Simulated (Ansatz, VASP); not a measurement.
## Two plane-wave programs on Ti

```
CELL_PARAMETERS angstrom
2.61201 0.00000 0.00000
0.00000 2.61201 0.00000
0.00000 0.00000 2.61201
ATOMIC_POSITIONS crystal
Ti 0.00000 0.00000 0.00000
```

Alike in both runs: task single point; functional r2SCAN; k mesh 8 × 8 × 8; occupations gaussian, width 0.1 eV; no spin polarisation.

|  | VASP | Ansatz |
| --- | --- | --- |
| version | VASP 6.6.1 | Ansatz 0.2.0 |
| potentials or method | VASP PAW PBE potentials, release 64 (Ti_sv) | scalar-relativistic, plane waves, PAW |
| plane-wave cutoff (eV) | 520 | 500 |
| valence electrons in the cell | 12 | 12 |

|  | VASP | Ansatz | Ansatz less VASP |
| --- | --- | --- | --- |
| gap on the k mesh at the Fermi level (eV) | none | none | - |
| pressure (GPa) | 2.5 | 2.1 | -0.42 |

A gap of «none» marks a metal or a gap that the smearing closes.

Caveats: the PAW data sets were made with another functional, which shifts forces and pressure a little (VASP).
